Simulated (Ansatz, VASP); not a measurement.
## CdF2: VASP beside Ansatz

```
Cd F
1.0
     0.00000    2.71274    2.71274
     2.71274    0.00000    2.71274
     2.71274    2.71274    0.00000
Cd F
1 2
Direct
  0.00000 0.00000 0.00000
  0.25000 0.25000 0.25000
  0.75000 0.75000 0.75000
```

Alike in both runs: task single point; functional PBE; k mesh 6 × 6 × 6; no spin polarisation.

|  | VASP | Ansatz |
| --- | --- | --- |
| version | VASP 6.6.1 | Ansatz 0.2.0 |
| potentials or method | VASP PAW PBE potentials, release 64 (Cd, F) | plane waves, PAW |
| plane-wave cutoff (eV) | 520 | 420 |
| occupations | gaussian, width 0.01 eV | fixed |
| valence electrons in the cell | 26 | 34 |

```tsv
	VASP	Ansatz	Ansatz less VASP
gap on the k mesh at the Fermi level (eV)	3.01	3.04	+0.032
pressure (GPa)	3.7	3.1	-0.64
```

The two sets of potentials don't hold the same shells in valence.

A k mesh can miss the band edges. A hybrid or GW would open this gap; PBE tends to underestimate it.
